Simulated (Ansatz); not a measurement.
The system is MgS (Niningerite).

```
S Mg
1.0
     0.00000    2.60165    2.60165
     2.60165    0.00000    2.60165
     2.60165    2.60165    0.00000
S Mg
1 1
Direct
  0.50000 0.50000 0.50000
  0.00000 0.00000 0.00000
```

```yaml
Program: Ansatz 0.2.0
Task: relaxation of cell and atoms
Functional: LDA
Potentials_or_basis: Ansatz PAW
Cutoff: "420 eV (not typed: the program's choice for these potentials)"
k_mesh: 9 × 9 × 9
Occupations: fermi-dirac, width 0.05 eV
Spin: no spin polarisation
```

At the start: volume 17.61 Å³/atom.

Q: How do energy, volume and symmetry change on relaxing?

A: It ends after 4 steps and the volume is 16.86 Å³/atom (-4.3 %); space group Fm-3m (No. 225, to 0.05 Å).

Step by step:
| step | energy change (eV) | largest force (eV/Å) | volume (Å³) |
| --- | --- | --- | --- |
| 1 | 0.0000 | 0.0000 | 35.22 |
| 2 | -0.0154 | 0.0000 | 33.96 |
| 3 | -0.0158 | 0.0000 | 33.72 |
| 4 | -0.0158 | 0.0000 | 33.72 |

Final structure:
```
S Mg
1.0
     0.00000    2.56419    2.56419
     2.56419    0.00000    2.56419
     2.56419    2.56419    0.00000
S Mg
1 1
Cartesian
  2.5642 2.5642 2.5642
  0.0000 0.0000 0.0000
```

Caveat: the plane-wave basis is chosen anew once the cell has moved, so the energies of steps on either side of that aren't comparable; the PAW data sets come from PBE, with cores solved anew for the run's functional, which leaves a small shift of forces and pressure.
